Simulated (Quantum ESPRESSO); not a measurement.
Al:

```
Al
1.0
     2.81246    0.00000    0.00000
    -1.40623    2.43566    0.00000
     0.00000    0.00000    4.86685
Al
2
Direct
  0.33333 0.66667 0.25000
  0.66667 0.33333 0.75000
```

This isn't the form of Al at room conditions, which is fcc.

| Item | Value |
| --- | --- |
| Program | Quantum ESPRESSO 7.5 |
| Task | phonon dispersion |
| Functional | PBE |
| Potentials or basis | GBRV 1.5 PBE |
| Cutoff | 612 eV |
| Density cutoff | 4898 eV |
| k mesh | 8 × 8 × 4 |
| Occupations | cold, width 0.2 eV |
| Spin | no spin polarisation |
| Mixing beta | 0.5 |
| Most SCF iterations | 120 |
| SCF threshold | 4e-10 Ry |
| q mesh | 2 × 2 × 2 |

The cell and the atoms were relaxed first, to 16.68 Å³/atom (a = 2.782 Å, b = 2.782 Å, c = 4.977 Å, α = 90.00°, β = 90.00°, γ = 120.00°), and the response was taken there.

```cif
data_structure
_symmetry_space_group_name_H-M 'P 1'
_symmetry_Int_Tables_number 1
_cell_length_a 2.7823
_cell_length_b 2.7823
_cell_length_c 4.9768
_cell_angle_alpha 90.000
_cell_angle_beta 90.000
_cell_angle_gamma 120.000
_cell_volume 33.36
loop_
_atom_site_label
_atom_site_type_symbol
_atom_site_fract_x
_atom_site_fract_y
_atom_site_fract_z
_atom_site_occupancy
Al1 Al 0.33333 0.66667 0.25000 1
Al2 Al 0.66667 0.33333 0.75000 1
```

Problem. What are the zero-point energy, and the vibrational entropy and heat capacity at 298.15 K?

Solution. Zero-point energy 35.2 meV/atom; entropy 3.64 k_B/atom (30.3 J/(K·mol of atoms)); Cv 2.77 k_B/atom, 92 % of the classical limit. These are harmonic values without the electrons' part.

Phonon frequencies at the corners of the path (cm⁻¹, interpolated; i marks imaginary ones):
| point | frequencies |
| --- | --- |
| Γ | 0 0 0 114 114 205 |
| M | 128 162 168 174 316 344 |
| K | 150 150 261 277 277 292 |
| A | 74 74 74 74 136 136 |
| L | 122 122 164 164 332 332 |
| H | 112 112 273 273 283 283 |

Harmonic thermodynamics per atom at this volume (zero-point energy 35.2 meV, Debye temperature from the second moment 379 K):
| T (K) | free energy (meV) | entropy (k_B) | heat capacity Cv (k_B) |
| --- | --- | --- | --- |
| 50 | 34.9 | 0.26 | 0.66 |
| 100 | 32.1 | 1.07 | 1.72 |
| 200 | 16.1 | 2.58 | 2.54 |
| 298.15 | -10.5 | 3.64 | 2.77 |
| 500 | -87.7 | 5.12 | 2.92 |
| 800 | -239.4 | 6.51 | 2.97 |

Phonon states per cell in windows of 20 cm⁻¹ (negative: imaginary):
```
from (cm⁻¹)  total
          0   0.00
         20   0.02
         40   0.05
         60   0.12
         80   0.27
        100   0.74
        120   0.68
        140   0.62
        160   0.76
        180   0.48
        200   0.33
        220   0.26
        240   0.22
        260   0.21
        280   0.43
        300   0.57
        320   0.22
        340   0.01
```

A q mesh this small can miss soft modes between its points.

Caveat: the k mesh is coarse; the mesh is thin for the phonons of a metal; the q mesh is small, so phonon branches between its points and thermal values are rough.
